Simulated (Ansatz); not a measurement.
**Ca: do energies and stresses tell the same story?**

The calculation used DFT PBE, scalar-relativistic, plane waves, PAW (Ansatz 0.2.0).

Settings: cutoff 420 eV, Γ-centred mesh 12×12×8 on the computed 2-atom cell, Gaussian smearing of 0.10 eV; no spin polarisation.

Relaxed cell: P6_3/mmc, a = 3.905 Å, b = 3.905 Å, c = 6.416 Å, α = 90.00°, β = 90.00°, γ = 120.00°, 2 atoms in the primitive cell. This form isn't the element's structure at ambient conditions.

Energies at zero smearing and pressures from the stress tensor, at volumes with shape and atoms relaxed:
```csv
V (Å³/atom),E − E(first) (meV/atom),P (GPa)
37.291,0.00,2.735
38.562,-18.34,1.912
39.833,-30.51,1.191
41.105,-37.28,0.556
42.376,-39.31,-0.001
43.647,-37.20,-0.490
44.918,-31.44,-0.919
46.613,-18.90,-1.409
```

Problem. Check P = −dE/dV between neighbouring volumes, and get the bulk modulus from the pressures alone.

Solution. With 1 eV/Å³ = 160.2 GPa:
```csv
middle V (Å³/atom),−ΔE/ΔV (GPa),mean P (GPa)
37.926,2.312,2.323
39.198,1.533,1.552
40.469,0.854,0.874
41.740,0.256,0.277
43.011,-0.267,-0.246
44.283,-0.725,-0.704
45.766,-1.186,-1.164
```

The two differ by 0.022 GPa at most. The mean of two end pressures misses the average over a step by about ΔV² P″/12, up to 0.009 GPa here; with that taken off 0.016 GPa remains. Around V = 42.376 Å³/atom, the two neighbours give B = −V ΔP/ΔV = 42.376 × 1.046 / 2.543 = 17.4 GPa, against B0 = 17.4 GPa from the Birch–Murnaghan fit of the energies.

Cost: 9 runs of about 2.3 core-minutes in all, on Arm Neoverse V2 (shared hosts).